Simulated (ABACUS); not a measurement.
## MnO in ABACUS: the effect of exact exchange share

Crystal: MnO.

```
Mn O
1.0
     0.00000    2.22391    2.22391
     2.22391    0.00000    2.22391
     2.22391    2.22391    0.00000
Mn O
1 1
Direct
  0.00000 0.00000 0.00000
  0.50000 0.50000 0.50000
```

The cell is a database's computed one.

Alike in all runs:

| Item | Value |
| --- | --- |
| Program | ABACUS 3.10.1 |
| Task | single point |
| Potentials or basis | SG15 ONCV 1.2 PBE |
| Cutoff | 1361 eV |
| Density cutoff | 5442 eV |
| Basis | DZP LCAO (the cutoffs set its grid) |
| k mesh | 4 × 4 × 4 |
| Occupations | fermi-dirac, width 0.05 eV |
| Spin | collinear spin, ferromagnetic start |
| Starting moments | [4.0, 0.0] μB |

| exact exchange share | functional | gap on the mesh (eV) |
| --- | --- | --- |
| 0.1 | PBE0-type (share 0.1) | ? |
| 0.25 | PBE0-type (share 0.25) | 2.26 |
| 0.4 | PBE0-type (share 0.4) | 3.89 |

Problem. What does the run with exact exchange share 0.1 give?

Solution. gap on the mesh 0.63 eV.

Caveats: all runs use coarse meshes; the atomic orbitals were generated for these runs and aren't a published set; gaps of hybrids in this basis differ from plane-wave ones by up to 0.1 eV; the basis of atomic orbitals isn't converged, which shifts pressures, moduli and gaps; a cell with one magnetic atom can't hold antiferromagnetic order, which such compounds often take.

A k mesh can miss the band edges.

Runs at the PBE level aren't shown here.
